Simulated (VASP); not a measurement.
# PbSe (Clausthalite) (Fm-3m) in VASP: settings compared

Aim: see how the results for PbSe (Clausthalite) move with the level of theory and the settings. Levels: PBE, PBEsol. Tasks: single point.

All numbers are computed with VASP 6.6.1; they aren't measurements. Logs are shortened: lines on timing, memory, paths and dates and some standing lists are left out, and cuts for length are marked.

**Experimental background.**

A printed reference work, monograph reports, for a bulk crystal of PbSe: band gap 0.28 eV (direct) at 300 K; band gap 0.15 eV (direct) at 4.2 K.

The results are compared with them further down.

## 1. The cell of the first run

The structure is cubic, space group Fm-3m (No. 225). Conventional cell: a = 6.121 Å, b = 6.121 Å, c = 6.121 Å, α = 90.00°, β = 90.00°, γ = 90.00°. Pb (site symmetry m-3m) has 6 Se at 3.06 Å within 4.0 Å. Within 4.0 Å of Se (site symmetry m-3m) lie 6 Pb at 3.06 Å.

## 2. Single point, PBE

INCAR

```
PREC = Accurate
ENCUT = 520
EDIFF = 1E-7
ISMEAR = -1
SIGMA = 0.05
LREAL = F
LASPH = T
NELM = 100
ALGO = Normal
ISIF = 2
LWAVE = F
LCHARG = F
GGA = PE
NBANDS = 17
```

KPOINTS

```
Automatic mesh
0
Gamma
  6 6 6
```

POSCAR

```
PbSe
1.0
    0.0000000000      3.0606500000      3.0606500000
    3.0606500000      0.0000000000      3.0606500000
    3.0606500000      3.0606500000      0.0000000000
Pb Se
1 1
Direct
    0.0000000000      0.0000000000      0.0000000000
    0.5000000000      0.5000000000      0.5000000000
```

Potentials or basis: VASP PAW PBE potentials, release 64 (Pb_d, Se).

Started as:

```console
cat potpaw_PBE.64/Pb_d/POTCAR potpaw_PBE.64/Se/POTCAR > POTCAR
mpirun -np 1 vasp_std > vasp.out
```

OUTCAR:

```text
PREC = Accurate
   ENCUT = 520
   EDIFF = 1E-7
   ISMEAR = -1
   LREAL = F
   LASPH = T
   NELM = 100
   ISIF = 2
   GGA = PE

 ion  position               nearest neighbor table
   1  0.000  0.000  0.000-   2 3.06   2 3.06   2 3.06   2 3.06   2 3.06   2 3.06
   2  0.500  0.500  0.500-   1 3.06   1 3.06   1 3.06   1 3.06   1 3.06   1 3.06

  LATTYP: Found a face centered cubic cell.
 ALAT       =     6.1213000000

  Lattice vectors:

 A1 = (   0.0000000000,   3.0606500000,   3.0606500000)
 A2 = (   3.0606500000,   0.0000000000,   3.0606500000)
 A3 = (   3.0606500000,   3.0606500000,   0.0000000000)

Analysis of symmetry for initial positions (statically):
=====================================================================
 Subroutine PRICEL returns:
 Original cell was already a primitive cell.

 Routine SETGRP: Setting up the symmetry group for a
 face centered cubic supercell.

 Subroutine GETGRP returns: Found 48 space group operations
 (whereof 48 operations were pure point group operations)
 out of a pool of 48 trial point group operations.

The static configuration has the point symmetry O_h .

Analysis of symmetry for dynamics (positions and initial velocities):
=====================================================================
 Subroutine PRICEL returns:
 Original cell was already a primitive cell.

 Routine SETGRP: Setting up the symmetry group for a
 face centered cubic supercell.

 Subroutine GETGRP returns: Found 48 space group operations
 (whereof 48 operations were pure point group operations)
 out of a pool of 48 trial point group operations.

The dynamic configuration has the point symmetry O_h .

 Subroutine INISYM returns: Found 48 space group operations
 (whereof 48 operations are pure point group operations),
 and found     1 'primitive' translations

----------------------------------------------------------------------------------------

                                     Primitive cell

  volume of cell :      57.3418

  direct lattice vectors                    reciprocal lattice vectors
     0.000000000  3.060650000  3.060650000    -0.163363991  0.163363991  0.163363991
     3.060650000  0.000000000  3.060650000     0.163363991 -0.163363991  0.163363991
     3.060650000  3.060650000  0.000000000     0.163363991  0.163363991 -0.163363991

  length of vectors
     4.328412740  4.328412740  4.328412740     0.282954733  0.282954733  0.282954733

  position of ions in fractional coordinates (direct lattice)
     0.000000000  0.000000000  0.000000000
     0.500000000  0.500000000  0.500000000

  ion indices of the primitive-cell ions
   primitive index   ion index
                 1           1
                 2           2

----------------------------------------------------------------------------------------

 KPOINTS: Automatic mesh

Automatic generation of k-mesh.
 Grid dimensions read from file:
 generate k-points for:    6    6    6

 Generating k-lattice:

  Cartesian coordinates                     Fractional coordinates (reciprocal lattice)
    -0.027227332  0.027227332  0.027227332     0.166666667  0.000000000  0.000000000
     0.027227332 -0.027227332  0.027227332     0.000000000  0.166666667  0.000000000
     0.027227332  0.027227332 -0.027227332     0.000000000  0.000000000  0.166666667

  Length of vectors
     0.047159122  0.047159122  0.047159122

  Shift w.r.t. Gamma in fractional coordinates (k-lattice)
     0.000000000  0.000000000  0.000000000

 Subroutine IBZKPT returns following result:
 ===========================================

 Found     16 irreducible k-points:

 Following reciprocal coordinates:
            Coordinates               Weight
  0.000000  0.000000  0.000000      1.000000
  0.166667  0.000000  0.000000      8.000000
  0.333333  0.000000  0.000000      8.000000
  0.500000  0.000000  0.000000      4.000000
  0.166667  0.166667  0.000000      6.000000
  0.333333  0.166667  0.000000     24.000000
[... 8 lines left out ...]
 -0.333333  0.333333  0.166667     24.000000
 -0.333333  0.500000  0.166667     12.000000
   k-points           NKPTS =     16   k-points in BZ     NKDIM =     16   number of bands    NBANDS=     17
   number of dos      NEDOS =    301   number of ions     NIONS =      2
   total plane-waves  NPLWV =  32768
   dimension x,y,z NGX =    32 NGY =   32 NGZ =   32
   dimension x,y,z NGXF=    64 NGYF=   64 NGZF=   64
   ions per type =               1   1
   NGX,Y,Z   is equivalent  to a cutoff of  12.29, 12.29, 12.29 a.u.
   NGXF,Y,Z  is equivalent  to a cutoff of  24.58, 24.58, 24.58 a.u.
 SYSTEM =  unknown system
   PREC   = accura    normal or accurate (medium, high low for compatibility)
   ISTART =      0    job   : 0-new  1-cont  2-samecut
   ICHARG =      2    charge: 1-file 2-atom 10-const
   ISPIN  =      1    spin polarized calculation?
   LNONCOLLINEAR =      F non collinear calculations
   LSORBIT =      F    spin-orbit coupling
   LASPH  =      T    aspherical Exc in radial PAW
   ENCUT  =  520.0 eV  38.22 Ry    6.18 a.u.   8.05  8.05  8.05*2*pi/ulx,y,z
   NELM   =    100;   NELMIN=  2; NELMDL= -5     # of ELM steps
   EDIFF  = 0.1E-06   stopping-criterion for ELM
   LREAL  =      F    real-space projection
   EDIFFG = 0.1E-05   stopping-criterion for IOM
   NSW    =      0    number of steps for IOM
   IBRION =     -1    ionic relax: 0-MD 1-quasi-New 2-CG
   NFREE  =      0    steps in history (QN), initial steepest desc. (CG)
   ISIF   =      2    stress and relaxation
   ISYM   =      2    0-nonsym 1-usesym 2-fastsym
   POTIM  = 0.5000    time-step for ionic-motion
   TEBEG  =    0.0;   TEEND  =   0.0 temperature during run
   PSTRESS=    0.0 pullay stress
   NELECT =      20.0000    total number of electrons
   NUPDOWN=      -1.0000    fix difference up-down
   EMIN   =  10.00;   EMAX   =-10.00  energy-range for DOS
   EFERMI =   0.00;   METHOD = LEGACY
   ISMEAR =    -1;   SIGMA  =   0.05  broadening in eV -4-tet -1-fermi 0-gaus
   EFERMI_NEDOS =   21; number of points for ismear=-14 and -15
   IALGO  =     38    algorithm
   IMIX   =      4    mixing-type and parameters
     AMIX     =   0.40;   BMIX     =  1.00
     AMIX_MAG =   1.60;   BMIX_MAG =  1.00
  volume/ion in A,a.u.               =      28.67       193.48
  Fermi-wavevector in a.u.,A,eV,Ry     =   1.152377  2.177676 18.068159  1.327972
  Thomas-Fermi vector in A             =   2.289028
   LORBIT       =      0    0 simple, 1 ext, 2 COOP (PROOUT), +10 PAW based schemes
   GGA     = PE    functional components
   LHFCALC =     F    Hartree Fock is set to
   AEXX    =    0.0000 exact exchange contribution
   IVDW    =     0    specifies the selected vdW correction
   LEPSILON=     F    determine dielectric tensor
   LRPA    =     F    only Hartree local field effects (RPA)
 non-spin polarized calculation
  energy-cutoff  :      520.00
  volume of cell :       57.34
 maximum number of plane-waves:      1572
   NGX = 17   NGY = 17   NGZ = 17

 number of electron      20.0000000 magnetization

 Free energy of the ion-electron system (eV)
  ---------------------------------------------------
  ext. energy  EPLUGINS =         0.00000000
  ---------------------------------------------------
  free energy    TOTEN  =        -8.18145187 eV

  energy without entropy =       -8.18070806  energy(sigma->0) =       -8.18107997

 E-fermi :   5.2132     XC(G=0):  -9.5318

 val. band max:        5.0667563630   @ k =   0.5000   0.0000   0.0000
 cond. band min:       5.3595648442   @ k =   0.5000   0.0000   0.0000
 fundamental gap:      0.2928084811
 Fermi energy:         5.2131617011

 k-point     1 :       0.0000    0.0000    0.0000
  band No.  band energies     occupation
      1     -11.7679      2.00000
      2     -11.7679      2.00000
      3     -11.7679      2.00000
      4     -11.7640      2.00000
      5     -11.7640      2.00000
      6      -8.5290      2.00000
[... 9 lines left out ...]
     16      11.5835      0.00000
     17      13.2401      0.00000

 k-point     2 :       0.1667    0.0000    0.0000
  band No.  band energies     occupation
      1     -11.7710      2.00000
      2     -11.7710      2.00000
      3     -11.7670      2.00000
      4     -11.7589      2.00000
      5     -11.7589      2.00000
      6      -8.3220      2.00000
[... 9 lines left out ...]
     16      12.1617      0.00000
     17      14.9627      0.00000

 k-point     3 :       0.3333    0.0000    0.0000
  band No.  band energies     occupation
      1     -11.7830      2.00000
      2     -11.7830      2.00000
      3     -11.7655      2.00000
      4     -11.7426      2.00000
      5     -11.7425      2.00000
      6      -7.8084      2.00000
[... 9 lines left out ...]
     16      13.6144      0.00000
     17      16.8911      0.00000

 k-point     4 :       0.5000    0.0000    0.0000
  band No.  band energies     occupation
      1     -11.7891      2.00000
      2     -11.7891      2.00000
      3     -11.7649      2.00000
      4     -11.7343      2.00000
      5     -11.7343      2.00000
      6      -7.4636      2.00000
[... 9 lines left out ...]
     16      15.2210      0.00000
     17      15.2371      0.00000
[... 183 lines left out ...]
      1     -11.8292      2.00000
      2     -11.7682      2.00000
      3     -11.7673      2.00000
      4     -11.7398      2.00000
      5     -11.7354      2.00000
      6      -7.4127      2.00000
[... 9 lines left out ...]
     16      15.3179      0.00000
     17      15.6588      0.00000

 k-point    15 :      -0.3333    0.3333    0.1667
  band No.  band energies     occupation
      1     -11.8383      2.00000
      2     -11.7709      2.00000
      3     -11.7549      2.00000
      4     -11.7517      2.00000
      5     -11.7288      2.00000
      6      -7.1696      2.00000
[... 9 lines left out ...]
     16      16.4459      0.00000
     17      16.5115      0.00000

 k-point    16 :      -0.3333    0.5000    0.1667
  band No.  band energies     occupation
      1     -11.8661      2.00000
      2     -11.7710      2.00000
      3     -11.7583      2.00000
      4     -11.7396      2.00000
      5     -11.7232      2.00000
      6      -7.0720      2.00000
[... 9 lines left out ...]
     16      16.7346      0.00000
     17      17.7326      0.00000

------------------------ aborting loop because EDIFF is reached ----------------------------------------

  FORCE on cell =-STRESS in cart. coord.  units (eV):
  Direction    XX          YY          ZZ          XY          YZ          ZX
  --------------------------------------------------------------------------------------
  -------------------------------------------------------------------------------------
  Total        0.8424186      0.8424186      0.8424186      0.0000000      0.0000000     -0.0000000
  in kB       23.5378889     23.5378889     23.5378889      0.0000000      0.0000000     -0.0000000
  external PRESSURE =      23.5378889 kB  Pullay stress =       0.0000000 kB

 VOLUME and BASIS-vectors are now :
 -----------------------------------------------------------------------------
  energy-cutoff  :      520.00
  volume of cell :       57.34
      direct lattice vectors                 reciprocal lattice vectors
     0.000000000  3.060650000  3.060650000    -0.163363991  0.163363991  0.163363991
     3.060650000  0.000000000  3.060650000     0.163363991 -0.163363991  0.163363991
     3.060650000  3.060650000  0.000000000     0.163363991  0.163363991 -0.163363991

 POSITION                                       TOTAL-FORCE (eV/Angst)
 -----------------------------------------------------------------------------------
      0.00000      0.00000      0.00000         0.000000     -0.000000      0.000000
      3.06065      3.06065      3.06065        -0.000000      0.000000     -0.000000
 -----------------------------------------------------------------------------------
    total drift:                                0.000000     -0.000000     -0.000000

  FREE ENERGIE OF THE ION-ELECTRON SYSTEM (eV)
  ---------------------------------------------------
  free  energy   TOTEN  =        -8.1814518740 eV

  energy  without entropy=       -8.1807080582  energy(sigma->0) =       -8.18107997
```

Run time: 6.7 s. Hardware: 1 thread of Intel Xeon 6975P-C (Granite Rapids), shared host; peak memory 0.17 GiB.

Results:

| Quantity | Value |
| --- | --- |
| Free energy | -8.1815 eV |
| Pressure | 2.4 GPa |
| Band gap on the k mesh | 0.29 eV, direct |

Levels at points of the mesh, in eV from the valence-band top:
| k point | band 8 | band 9 | band 10 | band 11 | band 12 | band 13 |
| --- | --- | --- | --- | --- | --- | --- |
| (0.00, 0.00, 0.00) | -1.88 | -1.88 | -1.88 | 4.71 | 4.71 | 4.71 |
| (0.50, 0.00, 0.00) | -1.47 | -1.47 | 0.00 | 0.29 | 1.70 | 1.70 |
| (0.50, 0.50, 0.00) | -4.98 | -3.24 | -3.24 | 3.69 | 5.61 | 5.61 |

Caveat: spin-orbit coupling is left out, which moves the levels of the heavy elements.

## 3. Single point, PBEsol

INCAR

```
SYSTEM = PbSe
PREC = Accurate ; ENCUT = 520
EDIFF = 1E-6 ; ISMEAR = -1
SIGMA = 0.1 ; LREAL = .FALSE.
LASPH = .TRUE. ; NELM = 60
ALGO = Normal ; ISIF = 2
LWAVE = .FALSE. ; LCHARG = .TRUE.
GGA = PS ; LELF = .TRUE.
LVHAR = .TRUE. ; NBANDS = 17
```

KPOINTS

```
regular mesh
0
G
  7 7 7
  0 0 0
```

POSCAR is that of step 2.

Potentials or basis: VASP PAW PBE potentials, release 64 (Pb_d, Se).

Started as:

```console
cat potpaw_PBE.64/Pb_d/POTCAR potpaw_PBE.64/Se/POTCAR > POTCAR
mpirun -np 1 vasp_std > vasp.out
```

OUTCAR:

```text
SYSTEM = PbSe
   PREC = Accurate
   ENCUT = 520
   EDIFF = 1E-6
   ISMEAR = -1
   LREAL = .FALSE.
   LASPH = .TRUE.
   NELM = 60
   ISIF = 2
   GGA = PS

 ion  position               nearest neighbor table
   1  0.000  0.000  0.000-   2 3.06   2 3.06   2 3.06   2 3.06   2 3.06   2 3.06
   2  0.500  0.500  0.500-   1 3.06   1 3.06   1 3.06   1 3.06   1 3.06   1 3.06

  LATTYP: Found a face centered cubic cell.
 ALAT       =     6.1213000000

  Lattice vectors:

 A1 = (   0.0000000000,   3.0606500000,   3.0606500000)
 A2 = (   3.0606500000,   0.0000000000,   3.0606500000)
 A3 = (   3.0606500000,   3.0606500000,   0.0000000000)

Analysis of symmetry for initial positions (statically):
=====================================================================
 Subroutine PRICEL returns:
 Original cell was already a primitive cell.

 Routine SETGRP: Setting up the symmetry group for a
 face centered cubic supercell.

 Subroutine GETGRP returns: Found 48 space group operations
 (whereof 48 operations were pure point group operations)
 out of a pool of 48 trial point group operations.

The static configuration has the point symmetry O_h .

Analysis of symmetry for dynamics (positions and initial velocities):
=====================================================================
 Subroutine PRICEL returns:
 Original cell was already a primitive cell.

 Routine SETGRP: Setting up the symmetry group for a
 face centered cubic supercell.

 Subroutine GETGRP returns: Found 48 space group operations
 (whereof 48 operations were pure point group operations)
 out of a pool of 48 trial point group operations.

The dynamic configuration has the point symmetry O_h .

 Subroutine INISYM returns: Found 48 space group operations
 (whereof 48 operations are pure point group operations),
 and found     1 'primitive' translations

[... 102 lines left out ...]
   EMIN   =  10.00;   EMAX   =-10.00  energy-range for DOS
   EFERMI =   0.00;   METHOD = LEGACY
   ISMEAR =    -1;   SIGMA  =   0.10  broadening in eV -4-tet -1-fermi 0-gaus
   EFERMI_NEDOS =   21; number of points for ismear=-14 and -15
   IALGO  =     38    algorithm
   IMIX   =      4    mixing-type and parameters
     AMIX     =   0.40;   BMIX     =  1.00
     AMIX_MAG =   1.60;   BMIX_MAG =  1.00
  volume/ion in A,a.u.               =      28.67       193.48
  Fermi-wavevector in a.u.,A,eV,Ry     =   1.152377  2.177676 18.068159  1.327972
  Thomas-Fermi vector in A             =   2.289028
   LORBIT       =      0    0 simple, 1 ext, 2 COOP (PROOUT), +10 PAW based schemes
   GGA     = PS    functional components
   LHFCALC =     F    Hartree Fock is set to
   AEXX    =    0.0000 exact exchange contribution
   IVDW    =     0    specifies the selected vdW correction
   LEPSILON=     F    determine dielectric tensor
   LRPA    =     F    only Hartree local field effects (RPA)
 non-spin polarized calculation
  energy-cutoff  :      520.00
  volume of cell :       57.34
 maximum number of plane-waves:      1564
   NGX = 17   NGY = 17   NGZ = 17

 number of electron      20.0000000 magnetization

 Free energy of the ion-electron system (eV)
  ---------------------------------------------------
  ext. energy  EPLUGINS =         0.00000000
  ---------------------------------------------------
  free energy    TOTEN  =        -8.91939863 eV

  energy without entropy =       -8.91819994  energy(sigma->0) =       -8.91879928

 E-fermi :   5.0750     XC(G=0):  -9.7204

 val. band max:        4.6351779173   @ k =   0.4286   0.0000   0.0000
 cond. band min:       5.4567417690   @ k =   0.4286   0.0000   0.0000
 fundamental gap:      0.8215638517
 Fermi energy:         5.0750401271

 k-point     1 :       0.0000    0.0000    0.0000
  band No.  band energies     occupation
      1     -11.8362      2.00000
      2     -11.8362      2.00000
      3     -11.8362      2.00000
      4     -11.8347      2.00000
      5     -11.8347      2.00000
      6      -8.6991      2.00000
[... 377 lines left out ...]
      4     -11.8164      2.00000
      5     -11.7931      2.00000
      6      -7.2503      2.00000
[... 9 lines left out ...]
     16      16.4433      0.00000
     17      16.9128      0.00000

------------------------ aborting loop because EDIFF is reached ----------------------------------------

  FORCE on cell =-STRESS in cart. coord.  units (eV):
  Direction    XX          YY          ZZ          XY          YZ          ZX
  --------------------------------------------------------------------------------------
  -------------------------------------------------------------------------------------
  Total       -0.2004241     -0.2004241     -0.2004241      0.0000000      0.0000000     -0.0000000
  in kB       -5.6000181     -5.6000181     -5.6000181      0.0000000      0.0000000     -0.0000000
  external PRESSURE =      -5.6000181 kB  Pullay stress =       0.0000000 kB

 VOLUME and BASIS-vectors are now :
 -----------------------------------------------------------------------------
  energy-cutoff  :      520.00
  volume of cell :       57.34
      direct lattice vectors                 reciprocal lattice vectors
     0.000000000  3.060650000  3.060650000    -0.163363991  0.163363991  0.163363991
     3.060650000  0.000000000  3.060650000     0.163363991 -0.163363991  0.163363991
     3.060650000  3.060650000  0.000000000     0.163363991  0.163363991 -0.163363991

 POSITION                                       TOTAL-FORCE (eV/Angst)
 -----------------------------------------------------------------------------------
      0.00000      0.00000      0.00000         0.000000      0.000000     -0.000000
      3.06065      3.06065      3.06065         0.000000     -0.000000      0.000000
 -----------------------------------------------------------------------------------
    total drift:                                0.000000     -0.000000     -0.000000

  FREE ENERGIE OF THE ION-ELECTRON SYSTEM (eV)
  ---------------------------------------------------
  free  energy   TOTEN  =        -8.9193986278 eV

  energy  without entropy=       -8.9181999422  energy(sigma->0) =       -8.91879928
```

Wall time 7.5 s (1 thread of Intel Xeon 6975P-C (Granite Rapids), shared host); peak memory 0.17 GiB.

Results:

```
Free energy : -8.9194 eV
Pressure    : -0.6 GPa
```

Levels at points of the mesh, in eV from the Fermi level:
| k point | band 8 | band 9 | band 10 | band 11 | band 12 | band 13 |
| --- | --- | --- | --- | --- | --- | --- |
| (0.00, 0.00, 0.00) | -2.04 | -2.04 | -2.04 | 4.51 | 4.51 | 4.51 |

Caveat: this odd mesh misses L, where the gap lies, so gap, dielectric constants and Born charges aren't listed; the PAW data sets were made with another functional, which shifts forces and pressure a little; spin-orbit coupling is left out, which moves the levels of the heavy elements.

(Part 1 of 2 ends here.)
